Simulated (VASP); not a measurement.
GaN, 2 atoms in the cell. The cell holds a sheet with vacuum, 2 atoms: a = 3.200 Å, b = 3.200 Å, c = 16.000 Å, α = 90.00°, β = 90.00°, γ = 120.00°. The cell was built by a generator and needn't be a form met in nature.

- Program: VASP 6.6.1
- Task: relaxation of cell and atoms
- Functional: r2SCAN
- Dispersion: rVV10
- Potentials or basis: VASP PAW PBE potentials, release 64 (Ga_d, N)
- Cutoff: 600 eV
- k mesh: 12 × 12 × 1
- Occupations: gaussian, width 0.03 eV
- Spin: no spin polarisation
- Dipole correction: no
- Further INCAR settings: ALGO = Normal; EDIFF = 1e-06; IBRION = 2; EDIFFG = -0.005; NSW = 40; ISIF = 3

Potentials or basis: VASP PAW PBE potentials, release 64 (Ga_d, N).

Run with:

```console
$ cat potpaw_PBE.64/Ga_d/POTCAR potpaw_PBE.64/N/POTCAR > POTCAR
$ mpirun -np 4 vasp_std > vasp.out
```

Hardware: 4 MPI ranks on Intel(R) Xeon(R) Platinum 8259CL CPU @ 2.50GHz (Skylake/Cascade Lake), on a shared host.

Task: How long does it take, and how much memory?

Result: Run time: 26 min on 4 MPI ranks on Intel(R) Xeon(R) Platinum 8259CL CPU @ 2.50GHz (Skylake/Cascade Lake) (shared host), peak memory 0.73 GiB a rank. Counts: scf iterations 85, k points 19, ion steps 3.
